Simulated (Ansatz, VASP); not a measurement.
## Pt in VASP and in Ansatz

POSCAR

```
Pt
1.0
    2.8324034741      0.0000000000      0.0000000000
   -1.4162017370      2.4529334779      0.0000000000
    0.0000000000      0.0000000000      4.9166603240
Pt
2
Direct
    0.6666666667      0.3333333333      0.7500000000
    0.3333333333      0.6666666667      0.2500000000
```

Contents of INCAR.step1:

```
PREC = Accurate
ENCUT = 520
ISMEAR = -1
SIGMA = 0.1
LREAL = F
LASPH = T
NELM = 80
NBANDS = 17
GGA = PE
ALGO = Normal
EDIFF = 1E-4
LWAVE = T
LCHARG = F
```

Contents of INCAR.step2:

```
PREC = Accurate
ENCUT = 520
EDIFF = 1E-6
ISMEAR = -1
SIGMA = 0.1
LREAL = F
LASPH = T
NELM = 80
ALGO = Normal
ISIF = 2
LWAVE = F
LCHARG = F
METAGGA = R2SCAN
LMIXTAU = T
NBANDS = 17
ISTART = 1
```

Contents of KPOINTS:

```
regular mesh
0
Gamma
  10 10 5
```

Input for Ansatz:

```yaml
crystal:
  lattice:
    - [2.8324034740849022, 0.0, 0.0]
    - [-1.4162017370424511, 2.4529334778877643, 0.0]
    - [0.0, 0.0, 4.916660323950952]
  atoms:
    - { symbol: Pt, position: [0.6666666666666666, 0.3333333333333333, 0.75] }
    - { symbol: Pt, position: [0.3333333333333333, 0.6666666666666666, 0.25] }
basis:
  ecutwfc: 761.918814887664
  xc_grid: 3
kpoints:
  mp_grid:
    grid: [10, 10, 5]
hamiltonian:
  xc: r2scan
scf:
  convergence:
    dr2_threshold: 1.0e-05
  mixing:
    algorithm: broyden
    beta: 0.4
    ndim: 12
  occupations:
    method: fermi_dirac
    width: 0.1
output:
  stress: true
```

This isn't the form of Pt at room conditions, which is fcc.

Alike in both runs: task single point; functional r2SCAN; k mesh 10 × 10 × 5; occupations fermi-dirac, width 0.1 eV; no spin polarisation.

|  | VASP | Ansatz |
| --- | --- | --- |
| version | VASP 6.6.1 | Ansatz 0.2.0 |
| potentials or method | VASP PAW PBE potentials, release 64 (Pt) | plane waves, PAW |
| plane-wave cutoff (eV) | 520 | 762 |
| valence electrons in the cell | 20 | 36 |

```tsv
	VASP	Ansatz	Ansatz less VASP
pressure (GPa)	-20.1	-20.4	-0.30
largest component of the traceless stress (GPa)	1.49	1.68	+0.184
```

The two sets of potentials don't hold the same shells in valence. Ansatz warned: «stress_scf_threshold_loose».

Caveats: so large a pressure means that the cell lies far from this level's equilibrium, or that cutoff or potentials fall short (VASP); the potentials were made for another functional, which shifts forces and pressure (VASP). The runs have no spin-orbit coupling, so splittings on Pt are missing.
